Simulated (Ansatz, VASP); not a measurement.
## Be: VASP beside Ansatz

File INCAR:

```
PREC = Accurate
ENCUT = 520
EDIFF = 1E-6
ISMEAR = -1
SIGMA = 0.03
LREAL = False
LASPH = True
NELM = 100
ALGO = Normal
ISIF = 2
LWAVE = False
LCHARG = False
GGA = PE
NBANDS = 7
```

Contents of KPOINTS:

```
regular mesh
0
Gamma
  23 23 23
```

The input POSCAR:

```
Be
1.0
   -1.2404622984      1.2404622984      1.2404622984
    1.2404622984     -1.2404622984      1.2404622984
    1.2404622984      1.2404622984     -1.2404622984
Be
1
Direct
    0.0000000000      0.0000000000      0.0000000000
```

Input for Ansatz:

```yaml
crystal:
  lattice:
    - [-1.2404622984, 1.2404622984, 1.2404622984]
    - [1.2404622984, -1.2404622984, 1.2404622984]
    - [1.2404622984, 1.2404622984, -1.2404622984]
  atoms:
    - { symbol: Be, position: [0.0, 0.0, 0.0] }
kpoints:
  mp_grid: { grid: [23, 23, 23] }
scf:
  occupations: { method: fermi_dirac, width: 0.03 }
hamiltonian:
  xc: pbe
  pseudopotentials: { kind: all_electron, lapw: { basis_error: 0.00025 } }
output:
  forces: true
  stress: true
  eigenvalues: true
```

Change from the starting cell: volume scaled by 0.97.

Alike in both runs: task single point; functional PBE; k mesh 23 × 23 × 23; occupations fermi-dirac, width 0.03 eV; no spin polarisation.

|  | VASP | Ansatz |
| --- | --- | --- |
| version | VASP 6.6.1 | Ansatz 0.2.0 |
| potentials or method | VASP PAW PBE potentials, release 64 (Be) | all-electron LAPW, scalar-relativistic |
| plane-wave cutoff (eV) | 520 | see its input |

Ansatz gave:

- pressure (GPa): 3.0

Which values does VASP return?

Pressure (GPa): 3.2.

Ansatz ran all-electron here, so the differences hold the error of VASP's frozen core and of both bases.
